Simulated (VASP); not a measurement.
Here is a VASP 6.6.1 calculation.

File INCAR:

```
ALGO = Normal
EDIFF = 1E-6
EDIFFG = -0.04
ENCUT = 600
GGA = PE
IBRION = 2
ISIF = 3
ISMEAR = 0
LASPH = T
LCHARG = F
LREAL = F
LWAVE = F
NELM = 80
NSW = 90
PREC = Accurate
SIGMA = 0.1
```

The input KPOINTS:

```
k-points
0
Gamma
  6 6 6
```

The input POSCAR:

```
C
1.0
    4.5069382800      0.0000000000      0.0000000000
   -2.2534691400      3.9031230500      0.0000000000
    0.0000000000      0.0000000000      2.5709974300
C
6
Direct
    0.8832575100      0.4416287500      0.2500000000
    0.4416287500      0.8832575100      0.7500000000
    0.4416287500      0.5583712500      0.7500000000
    0.1167424900      0.5583712500      0.7500000000
    0.5583712500      0.4416287500      0.2500000000
    0.5583712500      0.1167424900      0.2500000000
```

Potentials or basis: VASP PAW PBE potentials, release 64 (C).

Command:

```console
$ cat potpaw_PBE.64/C/POTCAR > POTCAR
$ mpirun -np 1 vasp_std > vasp.out
```

**Question.** What does it give for the space group after relaxing (to 0.05 Å)?

**Answer.** P6_3/mmc (No. 194).

**Question.** Estimate the relaxed cell.

**Answer.** a = 4.457 Å, b = 4.457 Å, c = 2.530 Å, α = 90.00°, β = 90.00°, γ = 120.00°.

Step by step:
```
step  energy change (eV)  largest force (eV/Å)  pressure (GPa)  volume (Å³)
   1              0.0000                4.5257           -3.23        45.23
   2              4.5068                6.1249           37.48        44.19
   3             -0.1491                3.4158           -7.35        44.81
   4             -0.6392                0.5378          -10.13        44.99
   5             -0.6486                0.0231          -10.00        45.02
   6             -0.6672                0.1854            8.38        42.47
   7             -0.6954                0.1057           -0.09        43.56
   8             -0.6936                0.3410            0.51        43.46
   9             -0.6974                0.0783            0.13        43.52
  10             -0.6976                0.0583           -0.31        43.53
  11             -0.6978                0.0010           -0.12        43.52
```
